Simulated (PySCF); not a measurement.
Structure problem from calculated spectra and properties.

Formula: C2H2Cl2.

| Item | Value |
| --- | --- |
| NMR, other nuclei | isotropic shieldings of nuclei other than C and H, by class: 746 (2 Cl) ppm [GIAO PBE0/pcSseg-1] |
| Dipole | 1.98 D [PBE0/pcSseg-1] |
| 13C NMR | chemical shifts (computed TMS as zero) by class: 134.2 (2 C) ppm [GIAO PBE0/pcSseg-1] |
| Rotational structure | rotational constants A, B, C: 11.481, 2.588, 2.112 GHz [GFN2-xTB] |
| 1H NMR | chemical shifts (computed TMS as zero) by class: 6.40 (2 H) ppm [GIAO PBE0/pcSseg-1] |

Electronic properties: PySCF, gas phase, density fitting. Levels stand in brackets. Isolated species at its GFN2-xTB geometry, gas phase. Each NMR value is the plain mean over a class of atoms that symmetry, rotation or inversion makes alike.

Task: Give a SMILES that accounts for the data.

Result: Numbering: `[Cl:1]/[CH:2]=[CH:3]\[Cl:4]`. Its formula, C2H2Cl2, gives 1 degree of unsaturation: 0 rings and 1 π bond in the structure found. 2 carbons fall into 1 class: vinylic C–Cl carbon [C2/C3] (134.2 ppm, 2 C). All hydrogens form one class (6.40 ppm): vinylic hydrogen. The other shieldings belong to: 746 ppm, vinyl chlorine [Cl1/Cl4]. The optimised geometry has point group C2v and is an asymmetric top. Structure: `Cl/C=C\Cl`. The assignments are read from this structure; whether some other isomer fits the data as well wasn't checked.
